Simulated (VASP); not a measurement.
**Sb: single point with PBE**

Crystal: Sb.

```
CELL_PARAMETERS angstrom
-3.93672 3.93672 1.91783
3.93672 -3.93672 1.91783
3.93672 3.93672 -1.91783
ATOMIC_POSITIONS crystal
Sb 0.34611 0.15389 0.50000
Sb 0.84611 0.34611 0.19221
Sb 0.65389 0.84611 0.50000
Sb 0.15389 0.65389 0.80779
```

The cell isn't the ideal one: strained and moved within the space group.

```json
{
  "Program": "VASP 6.6.1",
  "Task": "single point",
  "Functional": "PBE",
  "Potentials or basis": "VASP PAW PBE potentials, release 64 (Sb)",
  "Cutoff": "520 eV",
  "k mesh": "12 × 12 × 12",
  "Occupations": "gaussian, width 0.1 eV",
  "Spin": "no spin polarisation",
  "Dipole correction": "no",
  "Further INCAR settings": "ALGO = Fast; EDIFF = 1e-06; NBANDS = 18"
}
```

```
Pressure               : 8.7 GPa
Largest force          : 0.183 eV/Å
Band gap on the k mesh : none (metal or under the smearing width)
```

Forces in eV/Å, atoms in the order of the input:
```
Sb  -0.130  0.130  0.000
Sb   0.130  0.130  0.000
Sb   0.130 -0.130  0.000
Sb  -0.130 -0.130  0.000
```

Stress tensor (GPa, compression positive):
```
 7.16  0.00  0.00
 0.00  7.16  0.00
 0.00  0.00 11.66
```

Levels at points of the mesh, in eV from the Fermi level:
| k point | band 8 | band 9 | band 10 | band 11 | band 12 | band 13 |
| --- | --- | --- | --- | --- | --- | --- |
| (0.00, 0.00, 0.00) | -1.18 | -0.97 | -0.97 | -0.71 | 0.18 | 2.59 |
| (0.50, 0.00, 0.00) | -2.51 | -1.43 | -1.43 | -0.62 | -0.62 | 2.58 |
| (0.50, 0.50, 0.00) | -2.19 | -1.01 | -0.01 | 0.63 | 2.42 | 2.49 |
| (0.50, 0.50, 0.50) | -1.77 | 0.57 | 0.77 | 1.51 | 2.42 | 2.42 |

Wall time 2.9 min on 1 thread of Intel(R) Xeon(R) 6975P-C (Granite Rapids), on a shared host, peak memory 0.49 GiB.

Spin-orbit coupling is left out, which matters for the levels of Sb.
